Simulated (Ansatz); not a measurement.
Ga:

```
Ga
1.0
    -1.38440    1.38440    2.31122
     1.38440   -1.38440    2.31122
     1.38440    1.38440   -2.31122
Ga
1
Direct
  0.00000 0.00000 0.00000
```

This isn't the form of Ga at room conditions, which is orthorhombic.

- Program: Ansatz 0.2.0
- Task: single point
- Functional: PBE
- Potentials or basis: all-electron LAPW, scalar-relativistic
- Cutoff: 238 eV (chosen from the basis error)
- Basis error allowed: 0.001 eV/atom
- k mesh: 13 × 13 × 13
- Occupations: fermi-dirac, width 0.05 eV
- Spin: no spin polarisation

On this cell: pressure 3.5 GPa; band gap on the k mesh none (metal or under the smearing width).

The same run follows on a disturbed copy (cell strained at random at fixed volume):

```
CELL_PARAMETERS angstrom
-1.34574 1.36748 2.27974
1.38532 -1.38141 2.31180
1.38426 1.41993 -2.28809
ATOMIC_POSITIONS crystal
Ga 0.00017 0.01188 0.01187
```

Task: What does the disturbed cell give?

Result: The energy (extrapolated to zero smearing) moves by +0.2 meV/atom; pressure 3.7 GPa; band gap on the k mesh none (metal or under the smearing width).

Stress tensor (GPa, compression positive):
```
 4.01  0.15 -0.03
 0.15  3.84 -0.13
-0.03 -0.13  3.23
```
